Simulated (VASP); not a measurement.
## Input and output of a VASP PBE single-point calculation on SiO2 (rutile)

INCAR

```
LWAVE = .FALSE.
LREAL = .FALSE.
SIGMA = 0.02
NBANDS = 25
NSW = 0
ENCUT = 520
LCHARG = .FALSE.
EDIFF = 1E-7
NELM = 120
PREC = Accurate
GGA = PE
LASPH = .TRUE.
ISIF = 2
ISMEAR = -1
IBRION = -1
```

KPOINTS

```
KPOINTS created by Atomic Simulation Environment
0
Gamma
6 6 10
0 0 0
```

KPOINTS_OPT

```
special points
6
Reciprocal
0.0000000000 0.0000000000 0.0000000000 1
0.0000000000 0.5000000000 0.0000000000 1
0.5000000000 0.5000000000 0.0000000000 1
0.0000000000 0.0000000000 0.5000000000 1
0.0000000000 0.5000000000 0.5000000000 1
0.5000000000 0.5000000000 0.5000000000 1
```

POSCAR

```
Si O
 1.0000000000000000
     4.1851888035665503    0.0000000000000000   -0.0000000000000000
    -0.0000000000000000    4.1851888035665503   -0.0000000000000000
    -0.0000000000000000   -0.0000000000000000    2.6688398892931899
 Si  O
   2   4
Cartesian
  0.0000000000000000  0.0000000000000000  0.0000000000000000
  2.0925944017832747  2.0925944017832747  1.3344199446465950
  1.2810905169717908  1.2810905169717908 -0.0000000000000000
  0.8115038848114841  3.3736849187550662  1.3344199446465950
  3.3736849187550662  0.8115038848114841  1.3344199446465950
  2.9040982865947589  2.9040982865947589 -0.0000000000000000
```

VASP ran with the recommended PBE PAW datasets (32 valence electrons in the cell).

Command

```
mpirun -np 1 vasp_std
```

From OUTCAR

```
k-points           NKPTS =     60   k-points in BZ     NKDIM =     60   number of bands    NBANDS=     25

   NELECT =      32.0000    total number of electrons

   dimension x,y,z NGX =    32 NGY =   32 NGZ =   20
   dimension x,y,z NGXF=    64 NGYF=   64 NGZF=   40

  energy-cutoff  :      520.00
  volume of cell :       46.75
      direct lattice vectors                 reciprocal lattice vectors
     4.185188804  0.000000000  0.000000000     0.238937847  0.000000000  0.000000000
     0.000000000  4.185188804  0.000000000     0.000000000  0.238937847  0.000000000
     0.000000000  0.000000000  2.668839889     0.000000000  0.000000000  0.374694639

 k-points in reciprocal lattice and weights: KPOINTS created by Atomic Simulation Env
   0.00000000  0.00000000  0.00000000       0.003
   0.16666667  0.00000000  0.00000000       0.011
   0.33333333  0.00000000  0.00000000       0.011
   0.50000000  0.00000000  0.00000000       0.006
   0.16666667  0.16666667  0.00000000       0.011
   0.33333333  0.16666667  0.00000000       0.022
   0.50000000  0.16666667  0.00000000       0.011
   0.33333333  0.33333333  0.00000000       0.011
   ...

 E-fermi :   8.6070

 k-point     1 :       0.0000    0.0000    0.0000
  band No.  band energies     occupation
      1     -14.3560      2.00000
      2     -10.7415      2.00000
      3     -10.7415      2.00000
      4     -10.5157      2.00000
      5      -2.6703      2.00000
      6       1.7665      2.00000
      7       1.7665      2.00000
      8       1.9725      2.00000
      9       2.8121      2.00000
     10       3.0959      2.00000
     11       5.0616      2.00000
     12       5.0616      2.00000
     13       5.6722      2.00000
     14       7.3108      2.00000
     15       7.3108      2.00000
     16       8.1876      2.00000
     17      13.7298      0.00000
     18      14.8891      0.00000
     19      16.6747      0.00000
     20      16.6747      0.00000
     21      19.3192      0.00000
     22      19.8400      0.00000
     23      22.4029      0.00000
     24      22.4029      0.00000
     25      23.9722      0.00000

 k-point     2 :       0.1667    0.0000    0.0000
  band No.  band energies     occupation
      1     -14.2113      2.00000
      2     -11.4028      2.00000
      3     -10.6685      2.00000
      4     -10.1597      2.00000
      5      -2.4737      2.00000
      6       1.0238      2.00000
      7       1.8340      2.00000
      8       2.4904      2.00000
      9       2.9213      2.00000
     10       3.6712      2.00000
     11       4.8021      2.00000
     12       5.1240      2.00000
     13       5.7169      2.00000
     14       6.7216      2.00000
     15       7.2617      2.00000
     16       7.9713      2.00000
     17      14.1725      0.00000
     18      15.1307      0.00000
     19      16.7386      0.00000
     20      16.7561      0.00000
     21      19.7466      0.00000
     22      20.0629      0.00000
     23      21.6511      0.00000
     24      21.8387      0.00000
     25      23.7700      0.00000

 k-point     3 :       0.3333    0.0000    0.0000
  band No.  band energies     occupation
      1     -13.7886      2.00000
      2     -12.2875      2.00000
      3     -10.4729      2.00000
      4     -10.0690      2.00000
      5      -1.9320      2.00000
      6      -0.1000      2.00000
      7       2.5018      2.00000
      8       3.2356      2.00000
      9       3.4141      2.00000
     10       4.1820      2.00000
     11       4.2761      2.00000
     12       5.2913      2.00000
     13       5.4298      2.00000
     14       5.6754      2.00000
     15       7.1469      2.00000
     16       7.4577      2.00000
     17      15.1095      0.00000
     18      15.7191      0.00000
     19      16.9373      0.00000
     20      17.1134      0.00000
     21      19.5664      0.00000
     22      20.2503      0.00000
     23      20.7077      0.00000
     24      22.0606      0.00000
     25      23.0863      0.00000

 k-point     4 :       0.5000    0.0000    0.0000
  band No.  band energies     occupation
      1     -13.1235      2.00000
      2     -13.1235      2.00000
      3     -10.2290      2.00000
      4     -10.2290      2.00000
      5      -1.1212      2.00000
      6      -1.1212      2.00000
      7       3.6384      2.00000
      8       3.6384      2.00000
      9       3.7127      2.00000
     10       3.7127      2.00000
     11       4.3261      2.00000
     12       4.3261      2.00000
     13       5.5051      2.00000
     14       5.5051      2.00000
     15       7.1198      2.00000
     16       7.1198      2.00000
     17      15.8851      0.00000
     18      15.8851      0.00000
     19      17.2573      0.00000
     20      17.2573      0.00000
     21      19.2137      0.00000
     22      19.2137      0.00000
     23      21.7185      0.00000
     24      21.7185      0.00000
     25      23.0822      0.00000

 k-point     5 :       0.1667    0.1667    0.0000
  band No.  band energies     occupation
      1     -14.0705      2.00000
      2     -11.5894      2.00000
      3     -10.8352      2.00000
      4     -10.0622      2.00000
      5      -2.2506      2.00000
      6       0.9304      2.00000
      7       1.6773      2.00000
      8       2.7759      2.00000
      9       3.0280      2.00000
     10       4.0063      2.00000
     11       4.7429      2.00000
     12       5.0295      2.00000
     13       5.7152      2.00000
     14       6.3724      2.00000
     15       7.0535      2.00000
     16       7.7903      2.00000
     17      14.4635      0.00000
     18      15.3737      0.00000
     19      16.5908      0.00000
     20      17.1684      0.00000
     21      19.9938      0.00000
     22      20.2932      0.00000
     23      21.1102      0.00000
     24      21.6548      0.00000
     25      23.7344      0.00000

 k-point     6 :       0.3333    0.1667    0.0000
  band No.  band energies     occupation
      1     -13.6606      2.00000
      2     -12.2563      2.00000
      3     -10.7226      2.00000
      4     -10.1446      2.00000
      5      -1.6569      2.00000
      6       0.1288      2.00000
      7       2.2491      2.00000
      8       3.3340      2.00000
      9       3.5906      2.00000
     10       4.1845      2.00000
     11       4.3228      2.00000
     12       5.1518      2.00000
     13       5.4067      2.00000
     14       5.6102      2.00000
     15       6.8718      2.00000
     16       7.3284      2.00000
     17      15.1008      0.00000
     18      15.8600      0.00000
     19      16.9396      0.00000
     20      17.5382      0.00000
     21      19.6026      0.00000
     22      20.5136      0.00000
     23      20.9501      0.00000
     24      21.8759      0.00000
     25      23.2769      0.00000

 k-point     7 :       0.5000    0.1667    0.0000
  band No.  band energies     occupation
      1     -13.0245      2.00000
      2     -13.0245      2.00000
      3     -10.4234      2.00000
      4     -10.4234      2.00000
      5      -0.8260      2.00000
      6      -0.8260      2.00000
      7       3.3389      2.00000
      8       3.3389      2.00000
      9       3.7941      2.00000
     10       3.7941      2.00000
     11       4.5459      2.00000
     12       4.5459      2.00000
     13       5.3913      2.00000
     14       5.3913      2.00000
     15       6.9357      2.00000
     16       6.9357      2.00000
     17      15.7667      0.00000
     18      15.7667      0.00000
     19      17.4947      0.00000
     20      17.4947      0.00000
     21      19.6016      0.00000
     22      19.6016      0.00000
     23      21.9471      0.00000
     24      21.9471      0.00000
     25      22.7028      0.00000

 k-point     8 :       0.3333    0.3333    0.0000
  band No.  band energies     occupation
      1     -13.2971      2.00000
      2     -12.3375      2.00000
      3     -11.0142      2.00000
      4     -10.4528      2.00000
      5      -0.9653      2.00000
      6       0.3985      2.00000
      7       2.0096      2.00000
      8       3.6112      2.00000
      9       3.6715      2.00000
     10       4.2091      2.00000
     11       4.3224      2.00000
     12       4.9660      2.00000
     13       5.4017      2.00000
     14       5.4871      2.00000
     15       6.3695      2.00000
     16       6.9190      2.00000
     17      15.2476      0.00000
     18      15.9102      0.00000
     19      17.4395      0.00000
     20      18.0081      0.00000
     21      19.8003      0.00000
     22      21.0777      0.00000
     23      21.6110      0.00000
     24      21.6244      0.00000
     25      22.8704      0.00000

 ...

  Total        2.6640353      2.6640353      3.2109025      0.0000000      0.0000000      0.0000000
  in kB       91.3057072     91.3057072    110.0487394      0.0000000      0.0000000      0.0000000
  external PRESSURE =      97.5533846 kB  Pullay stress =       0.0000000 kB

 POSITION                                       TOTAL-FORCE (eV/Angst)
 -----------------------------------------------------------------------------------
      0.00000      0.00000      0.00000         0.000000      0.000000      0.000000
      2.09259      2.09259      1.33442         0.000000      0.000000      0.000000
      1.28109      1.28109      0.00000        -0.070978     -0.070978      0.000000
      0.81150      3.37368      1.33442         0.070978     -0.070978      0.000000
      3.37368      0.81150      1.33442        -0.070978      0.070978     -0.000000
      2.90410      2.90410      0.00000         0.070978      0.070978     -0.000000
 -----------------------------------------------------------------------------------
    total drift:                                0.000000     -0.000000      0.000000

  FREE ENERGIE OF THE ION-ELECTRON SYSTEM (eV)
  ---------------------------------------------------
  free  energy   TOTEN  =       -46.2698723977 eV

  energy  without entropy=      -46.2698723977  energy(sigma->0) =      -46.26987240
```

```
gap between bands v and c : 5.54 eV
least direct gap          : 5.54 eV
pressure                  : 9.8 GPa
largest force             : 0.10 eV/Å
```

Band v is the last that the valence electrons fill when counted band by band, and c is the next.

The run took about 39 s on one core of a shared host (Intel Xeon Platinum 8488C) and held 0.22 GiB at most.
